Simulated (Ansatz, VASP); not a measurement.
## Two plane-wave programs on BiH3

The input INCAR:

```
PREC = Accurate ; ENCUT = 600
EDIFF = 1E-7 ; ISMEAR = 0
SIGMA = 0.1 ; LREAL = F
LASPH = T ; NELM = 100
ALGO = Normal ; ISIF = 3
LWAVE = F ; LCHARG = F
GGA = PE ; IBRION = 2
NSW = 100 ; EDIFFG = -0.01
```

Contents of KPOINTS:

```
regular mesh
0
Gamma
  10 10 10
```

File POSCAR:

```
BiH3
1.0
    4.3082580794      0.0000000000      0.0000000000
    0.0000000000      4.3082580794      0.0000000000
    0.0000000000      0.0000000000      4.3082580794
Bi H
2 6
Direct
    0.0000000000      0.0000000000      0.0000000000
    0.5000000000      0.5000000000      0.5000000000
    0.2500000000      0.0000000000      0.5000000000
    0.5000000000      0.7500000000      0.0000000000
    0.7500000000      0.0000000000      0.5000000000
    0.5000000000      0.2500000000      0.0000000000
    0.0000000000      0.5000000000      0.7500000000
    0.0000000000      0.5000000000      0.2500000000
```

Input for Ansatz:

```yaml
crystal:
  lattice:
    - [4.3082580794, 0.0, 0.0]
    - [0.0, 4.3082580794, 0.0]
    - [0.0, 0.0, 4.3082580794]
  atoms:
    - { symbol: Bi, position: [0.0, 0.0, 0.0] }
    - { symbol: Bi, position: [0.5, 0.5, 0.5] }
    - { symbol: H, position: [0.25, 0.0, 0.5] }
    - { symbol: H, position: [0.5, 0.75, 0.0] }
    - { symbol: H, position: [0.75, 0.0, 0.5] }
    - { symbol: H, position: [0.5, 0.25, 0.0] }
    - { symbol: H, position: [0.0, 0.5, 0.75] }
    - { symbol: H, position: [0.0, 0.5, 0.25] }
basis:
  ecutwfc: 420
kpoints:
  mp_grid: { grid: [10, 10, 10] }
hamiltonian:
  xc: pbe
scf:
  occupations: { method: gaussian, width: 0.1 }
output:
  forces: true
  stress: true
  eigenvalues: true
relax:
  adjacent_minimum: "off"
  f_tol: 0.01
  max_steps: 80
  cell: { stress_tol: 0.05 }
```

Change from the starting cell: species swapped into the SiMo3 type (Pm-3n, No. 223).

Alike in both runs: task relaxation of cell and atoms; functional PBE; k mesh 10 × 10 × 10; occupations gaussian, width 0.1 eV; no spin polarisation.

|  | VASP | Ansatz |
| --- | --- | --- |
| version | VASP 6.6.1 | Ansatz 0.2.0 |
| potentials or method | VASP PAW PBE potentials, release 64 (Bi_d, H) | scalar-relativistic, plane waves, PAW |
| plane-wave cutoff (eV) | 600 | 420 |
| valence electrons in the cell | 36 | 36 |

Ansatz gave:

```
gap on the k mesh at the Fermi level, each at its own relaxed structure (eV) : none
relaxed volume (Å³/atom)                                                     : 9.97
relaxed cell length with the largest relative difference (Å)                 : 4.305
```

Q: What did VASP give for the same quantities?

A: gap on the k mesh at the Fermi level, each at its own relaxed structure (eV): none; relaxed volume (Å³/atom): 9.98; relaxed cell length with the largest relative difference (Å): 4.306.

A gap of «none» marks a metal or a gap that the smearing closes.

Caveats: spin-orbit coupling is left out, which moves the levels of the heavy elements.
